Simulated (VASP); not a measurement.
# Sn (Fd-3m) in VASP: band structure with PBEsol

Aim: the band structure of Sn with PBEsol.

All numbers are computed with VASP 6.6.1; they aren't measurements. Logs are shortened: lines on timing, memory, paths and dates and some standing lists are left out, and cuts for length are marked.

## (1) The crystal as given

It takes space group Fd-3m (No. 227, cubic). Conventional cell: a = 6.535 Å, b = 6.535 Å, c = 6.535 Å, α = 90.00°, β = 90.00°, γ = 90.00°. Sn (site symmetry -43m) has 4 Sn at 2.83 Å as nearest neighbours.

This isn't the form of Sn at room conditions, which is tetragonal (white tin).

## (2) Band structure, PBEsol

INCAR

```
PREC = Accurate
ENCUT = 520
EDIFF = 1E-7
ISMEAR = 0
SIGMA = 0.02
LREAL = F
LASPH = T
NELM = 100
ALGO = Fast
ISIF = 2
LWAVE = F
LCHARG = F
GGA = PS
NBANDS = 21
```

KPOINTS

```
Automatic mesh
0
Gamma
  8 8 8
```

POSCAR

```
Sn                                      
1.0
    0.0000000000      3.2676744104      3.2676744104
    3.2676744104      0.0000000000      3.2676744104
    3.2676744104      3.2676744104      0.0000000000
  Sn            
     2
Direct
     0.0000000000000000    0.0000000000000000    0.0000000000000000
     0.2500000000000000    0.2500000000000000    0.2500000000000000
```

KPOINTS_OPT

```
path GXWKGLUWLK,UX
15
line-mode
reciprocal
 0.0000000000  0.0000000000  0.0000000000  G
 0.5000000000  0.0000000000  0.5000000000  X

 0.5000000000  0.0000000000  0.5000000000  X
 0.5000000000  0.2500000000  0.7500000000  W

 0.5000000000  0.2500000000  0.7500000000  W
 0.3750000000  0.3750000000  0.7500000000  K

 0.3750000000  0.3750000000  0.7500000000  K
 0.0000000000  0.0000000000  0.0000000000  G

 0.0000000000  0.0000000000  0.0000000000  G
 0.5000000000  0.5000000000  0.5000000000  L

 0.5000000000  0.5000000000  0.5000000000  L
 0.6250000000  0.2500000000  0.6250000000  U

 0.6250000000  0.2500000000  0.6250000000  U
 0.5000000000  0.2500000000  0.7500000000  W

 0.5000000000  0.2500000000  0.7500000000  W
 0.5000000000  0.5000000000  0.5000000000  L

 0.5000000000  0.5000000000  0.5000000000  L
 0.3750000000  0.3750000000  0.7500000000  K

 0.6250000000  0.2500000000  0.6250000000  U
 0.5000000000  0.0000000000  0.5000000000  X
```

Potentials or basis: VASP PAW PBE potentials, release 64 (Sn_d).

The run is started by

```
cat potpaw_PBE.64/Sn_d/POTCAR > POTCAR
mpirun -np 1 vasp_std > vasp.out
```

OUTCAR:

```text
PREC = Accurate
   ENCUT = 520
   EDIFF = 1E-7
   ISMEAR = 0
   LREAL = F
   LASPH = T
   NELM = 100
   ISIF = 2
   GGA = PS

 ion  position               nearest neighbor table
   1  0.000  0.000  0.000-   2 2.83   2 2.83   2 2.83   2 2.83
   2  0.250  0.250  0.250-   1 2.83   1 2.83   1 2.83   1 2.83

  LATTYP: Found a face centered cubic cell.
 ALAT       =     6.5353488208

  Lattice vectors:

 A1 = (   0.0000000000,   3.2676744104,   3.2676744104)
 A2 = (   3.2676744104,   0.0000000000,   3.2676744104)
 A3 = (   3.2676744104,   3.2676744104,   0.0000000000)

Analysis of symmetry for initial positions (statically):
=====================================================================
 Subroutine PRICEL returns:
 Original cell was already a primitive cell.

 Routine SETGRP: Setting up the symmetry group for a
 face centered cubic supercell.

 Subroutine GETGRP returns: Found 48 space group operations
 (whereof 24 operations were pure point group operations)
 out of a pool of 48 trial point group operations.

The static configuration has the point symmetry T_d .
 The point group associated with its full space group is O_h .

Analysis of symmetry for dynamics (positions and initial velocities):
=====================================================================
 Subroutine PRICEL returns:
 Original cell was already a primitive cell.

 Routine SETGRP: Setting up the symmetry group for a
 face centered cubic supercell.

 Subroutine GETGRP returns: Found 48 space group operations
 (whereof 24 operations were pure point group operations)
 out of a pool of 48 trial point group operations.

The dynamic configuration has the point symmetry T_d .
 The point group associated with its full space group is O_h .

 Subroutine INISYM returns: Found 48 space group operations
 (whereof 24 operations are pure point group operations),
 and found     1 'primitive' translations

----------------------------------------------------------------------------------------

                                     Primitive cell

  volume of cell :      69.7825

  direct lattice vectors                    reciprocal lattice vectors
     0.000000000  3.267674410  3.267674410    -0.153014021  0.153014021  0.153014021
     3.267674410  0.000000000  3.267674410     0.153014021 -0.153014021  0.153014021
     3.267674410  3.267674410  0.000000000     0.153014021  0.153014021 -0.153014021

  length of vectors
     4.621189469  4.621189469  4.621189469     0.265028058  0.265028058  0.265028058

  position of ions in fractional coordinates (direct lattice)
     0.000000000  0.000000000  0.000000000
     0.250000000  0.250000000  0.250000000

  ion indices of the primitive-cell ions
   primitive index   ion index
                 1           1
                 2           2

----------------------------------------------------------------------------------------

 KPOINTS: Automatic mesh

Automatic generation of k-mesh.
 Grid dimensions read from file:
 generate k-points for:    8    8    8

 Generating k-lattice:

  Cartesian coordinates                     Fractional coordinates (reciprocal lattice)
    -0.019126753  0.019126753  0.019126753     0.125000000  0.000000000  0.000000000
     0.019126753 -0.019126753  0.019126753     0.000000000  0.125000000  0.000000000
     0.019126753  0.019126753 -0.019126753     0.000000000  0.000000000  0.125000000

  Length of vectors
     0.033128507  0.033128507  0.033128507

  Shift w.r.t. Gamma in fractional coordinates (k-lattice)
     0.000000000  0.000000000  0.000000000

 Subroutine IBZKPT returns following result:
 ===========================================

 Found     29 irreducible k-points:

 Following reciprocal coordinates:
            Coordinates               Weight
  0.000000  0.000000  0.000000      1.000000
  0.125000  0.000000  0.000000      8.000000
  0.250000  0.000000  0.000000      8.000000
  0.375000  0.000000  0.000000      8.000000
  0.500000  0.000000  0.000000      4.000000
  0.125000  0.125000  0.000000      6.000000
[... 16 lines left out ...]
  0.500000  0.250000  0.125000     48.000000
 -0.375000  0.250000  0.125000     24.000000
 [... further k-points ...]
   k-points           NKPTS =     29   k-points in BZ     NKDIM =     29   number of bands    NBANDS=     21
   number of dos      NEDOS =    301   number of ions     NIONS =      2
   total plane-waves  NPLWV =  46656
   dimension x,y,z NGX =    36 NGY =   36 NGZ =   36
   dimension x,y,z NGXF=    72 NGYF=   72 NGZF=   72
   ions per type =               2
   NGX,Y,Z   is equivalent  to a cutoff of  12.95, 12.95, 12.95 a.u.
   NGXF,Y,Z  is equivalent  to a cutoff of  25.90, 25.90, 25.90 a.u.
 SYSTEM =  unknown system
   PREC   = accura    normal or accurate (medium, high low for compatibility)
   ISTART =      0    job   : 0-new  1-cont  2-samecut
   ICHARG =      2    charge: 1-file 2-atom 10-const
   ISPIN  =      1    spin polarized calculation?
   LNONCOLLINEAR =      F non collinear calculations
   LSORBIT =      F    spin-orbit coupling
   LASPH  =      T    aspherical Exc in radial PAW
   ENCUT  =  520.0 eV  38.22 Ry    6.18 a.u.   8.59  8.59  8.59*2*pi/ulx,y,z
   NELM   =    100;   NELMIN=  2; NELMDL= -5     # of ELM steps
   EDIFF  = 0.1E-06   stopping-criterion for ELM
   LREAL  =      F    real-space projection
   EDIFFG = 0.1E-05   stopping-criterion for IOM
   NSW    =      0    number of steps for IOM
   IBRION =     -1    ionic relax: 0-MD 1-quasi-New 2-CG
   NFREE  =      0    steps in history (QN), initial steepest desc. (CG)
   ISIF   =      2    stress and relaxation
   ISYM   =      2    0-nonsym 1-usesym 2-fastsym
   POTIM  = 0.5000    time-step for ionic-motion
   TEBEG  =    0.0;   TEEND  =   0.0 temperature during run
   PSTRESS=    0.0 pullay stress
   NELECT =      28.0000    total number of electrons
   NUPDOWN=      -1.0000    fix difference up-down
   EMIN   =  10.00;   EMAX   =-10.00  energy-range for DOS
   EFERMI =   0.00;   METHOD = LEGACY
   ISMEAR =     0;   SIGMA  =   0.02  broadening in eV -4-tet -1-fermi 0-gaus
   EFERMI_NEDOS =   21; number of points for ismear=-14 and -15
   IALGO  =     68    algorithm
   IMIX   =      4    mixing-type and parameters
     AMIX     =   0.40;   BMIX     =  1.00
     AMIX_MAG =   1.60;   BMIX_MAG =  1.00
  volume/ion in A,a.u.               =      34.89       235.46
  Fermi-wavevector in a.u.,A,eV,Ry     =   1.207477  2.281800 19.837292  1.458000
  Thomas-Fermi vector in A             =   2.343113
   LORBIT       =      0    0 simple, 1 ext, 2 COOP (PROOUT), +10 PAW based schemes
   GGA     = PS    functional components
   LHFCALC =     F    Hartree Fock is set to
   AEXX    =    0.0000 exact exchange contribution
   IVDW    =     0    specifies the selected vdW correction
   LEPSILON=     F    determine dielectric tensor
   LRPA    =     F    only Hartree local field effects (RPA)
 non-spin polarized calculation
 RMM-DIIS sequential band-by-band and
 Gauss-broadening in eV      SIGMA  =   0.02
  energy-cutoff  :      520.00
  volume of cell :       69.78
 maximum number of plane-waves:      1895
 NGX is ok and might be reduce to    36
   NGX = 17   NGY = 17   NGZ = 17

 number of electron      27.9999987 magnetization

 Free energy of the ion-electron system (eV)
  ---------------------------------------------------
  ext. energy  EPLUGINS =         0.00000000
  ---------------------------------------------------
  free energy    TOTEN  =        -8.45630938 eV

  energy without entropy =       -8.45622123  energy(sigma->0) =       -8.45626530

 E-fermi :   5.1678     XC(G=0):  -8.9718

 val. band max:        5.1678481557   @ k =   0.5000   0.0000   0.0000
 cond. band min:       5.2662112482   @ k =   0.3750   0.0000   0.0000
 fundamental gap:      0.0983630925
 Fermi energy:         5.1678481558

 k-point     1 :       0.0000    0.0000    0.0000
  band No.  band energies     occupation
      1     -16.2872      2.00000
      2     -16.2872      2.00000
      3     -16.2872      2.00000
      4     -16.2298      2.00000
      5     -16.2298      2.00000
      6     -15.9350      2.00000
[... 13 lines left out ...]
     20      13.1889      0.00000
     21      13.1896      0.00000

 k-point     2 :       0.1250    0.0000    0.0000
  band No.  band energies     occupation
      1     -16.2974      2.00000
      2     -16.2974      2.00000
      3     -16.2836      2.00000
      4     -16.2154      2.00000
      5     -16.2154      2.00000
      6     -15.9567      2.00000
[... 13 lines left out ...]
     20      12.3080      0.00000
     21      12.3080      0.00000

 k-point     3 :       0.2500    0.0000    0.0000
  band No.  band energies     occupation
      1     -16.3115      2.00000
      2     -16.3115      2.00000
      3     -16.2746      2.00000
      4     -16.1922      2.00000
      5     -16.1922      2.00000
      6     -15.9779      2.00000
[... 13 lines left out ...]
     20      12.0942      0.00000
     21      12.0942      0.00000

 k-point     4 :       0.3750    0.0000    0.0000
  band No.  band energies     occupation
      1     -16.3195      2.00000
      2     -16.3195      2.00000
      3     -16.2652      2.00000
      4     -16.1768      2.00000
      5     -16.1768      2.00000
      6     -15.9900      2.00000
[... 13 lines left out ...]
     20      12.9021      0.00000
     21      12.9021      0.00000

 k-point     5 :       0.5000    0.0000    0.0000
  band No.  band energies     occupation
      1     -16.3218      2.00000
      2     -16.3218      2.00000
      3     -16.2612      2.00000
      4     -16.1721      2.00000
      5     -16.1721      2.00000
      6     -15.9933      2.00000
[... 13 lines left out ...]
     20      13.9481      0.00000
     21      13.9582      0.00000
[... 382 lines left out ...]
     20      14.3485      0.00000
     21      15.5661      0.00000

 k-point    22 :       0.3750    0.2500    0.1250
  band No.  band energies     occupation
      1     -16.3252      2.00000
      2     -16.3240      2.00000
      3     -16.2616      2.00000
      4     -16.1814      2.00000
      5     -16.1447      2.00000
      6     -16.0448      2.00000
[... 13 lines left out ...]
     20      13.1010      0.00000
     21      13.4888      0.00000

 k-point    23 :       0.5000    0.2500    0.1250
  band No.  band energies     occupation
      1     -16.3429      2.00000
      2     -16.3320      2.00000
      3     -16.2313      2.00000
      4     -16.1606      2.00000
      5     -16.1269      2.00000
      6     -16.0582      2.00000
[... 13 lines left out ...]
     20      12.9298      0.00000
     21      14.1718      0.00000

 k-point    24 :      -0.3750    0.2500    0.1250
  band No.  band energies     occupation
      1     -16.3500      2.00000
      2     -16.3342      2.00000
      3     -16.2172      2.00000
      4     -16.1452      2.00000
      5     -16.1284      2.00000
      6     -16.0526      2.00000
[... 13 lines left out ...]
     20      13.6994      0.00000
     21      14.2150      0.00000

 [... further k-points ...]

------------------------ aborting loop because EDIFF is reached ----------------------------------------

  FORCE on cell =-STRESS in cart. coord.  units (eV):
  Direction    XX          YY          ZZ          XY          YZ          ZX
  --------------------------------------------------------------------------------------
  -------------------------------------------------------------------------------------
  Total       -0.0042388     -0.0042388     -0.0042388     -0.0000000      0.0000000      0.0000000
  in kB       -0.0973214     -0.0973214     -0.0973214     -0.0000000      0.0000000      0.0000000
  external PRESSURE =      -0.0973214 kB  Pullay stress =       0.0000000 kB

 VOLUME and BASIS-vectors are now :
 -----------------------------------------------------------------------------
  energy-cutoff  :      520.00
  volume of cell :       69.78
      direct lattice vectors                 reciprocal lattice vectors
     0.000000000  3.267674410  3.267674410    -0.153014021  0.153014021  0.153014021
     3.267674410  0.000000000  3.267674410     0.153014021 -0.153014021  0.153014021
     3.267674410  3.267674410  0.000000000     0.153014021  0.153014021 -0.153014021

 POSITION                                       TOTAL-FORCE (eV/Angst)
 -----------------------------------------------------------------------------------
      0.00000      0.00000      0.00000         0.000000      0.000000      0.000000
      1.63384      1.63384      1.63384        -0.000000     -0.000000     -0.000000
 -----------------------------------------------------------------------------------
    total drift:                                0.000000      0.000000      0.000000

  FREE ENERGIE OF THE ION-ELECTRON SYSTEM (eV)
  ---------------------------------------------------
  free  energy   TOTEN  =        -8.4563093822 eV

  energy  without entropy=       -8.4562212275  energy(sigma->0) =       -8.45626530
```

Wall time 3 min (1 thread of Intel Xeon Platinum 8259CL at 2.50GHz (Skylake/Cascade Lake), shared host); peak memory 0.24 GiB.

What came out:

```
Free energy             : -8.4563 eV
Pressure                : 0.0 GPa
Band gap along the path : none (metal or under the smearing width)
```

Levels at the corners of the path, in eV from the Fermi level:
```csv
point,band 10,band 11,band 12,band 13,band 14,band 15,band 16,band 17,band 18,band 19
Γ,-21.10,-10.39,-0.74,0.19,0.19,0.19,2.25,2.25,2.25,4.95
X,-21.03,-7.36,-7.36,-2.30,-2.30,0.88,0.88,7.68,7.68,9.18
X,-21.03,-7.36,-7.36,-2.30,-2.30,0.88,0.88,7.68,7.68,9.18
W,-21.01,-7.30,-7.30,-2.87,-2.87,3.44,3.44,4.08,4.08,9.01
W,-21.01,-7.30,-7.30,-2.87,-2.87,3.44,3.44,4.08,4.08,9.01
K,-21.01,-7.76,-6.88,-3.20,-1.95,1.16,3.39,5.73,6.02,6.74
K,-21.01,-7.76,-6.88,-3.20,-1.95,1.16,3.39,5.73,6.02,6.74
Γ,-21.10,-10.39,-0.74,0.19,0.19,0.19,2.25,2.25,2.25,4.95
Γ,-21.10,-10.39,-0.74,0.19,0.19,0.19,2.25,2.25,2.25,4.95
L,-21.05,-8.80,-6.14,-0.98,-0.98,0.00,3.31,3.31,5.64,8.41
L,-21.05,-8.80,-6.14,-0.98,-0.98,0.00,3.31,3.31,5.64,8.41
U,-21.01,-7.76,-6.88,-3.20,-1.95,1.16,3.39,5.73,6.02,6.74
U,-21.01,-7.76,-6.88,-3.20,-1.95,1.16,3.39,5.73,6.02,6.74
W,-21.01,-7.30,-7.30,-2.87,-2.87,3.44,3.44,4.08,4.08,9.01
W,-21.01,-7.30,-7.30,-2.87,-2.87,3.44,3.44,4.08,4.08,9.01
L,-21.05,-8.80,-6.14,-0.98,-0.98,0.00,3.31,3.31,5.64,8.41
L,-21.05,-8.80,-6.14,-0.98,-0.98,0.00,3.31,3.31,5.64,8.41
K,-21.01,-7.76,-6.88,-3.20,-1.95,1.16,3.39,5.73,6.02,6.74
U,-21.01,-7.76,-6.88,-3.20,-1.95,1.16,3.39,5.73,6.02,6.74
X,-21.03,-7.36,-7.36,-2.30,-2.30,0.88,0.88,7.68,7.68,9.18
```

Caveat: the PAW data sets were made with another functional, which shifts forces and pressure a little; spin-orbit coupling is left out, which moves the levels of the heavy elements.
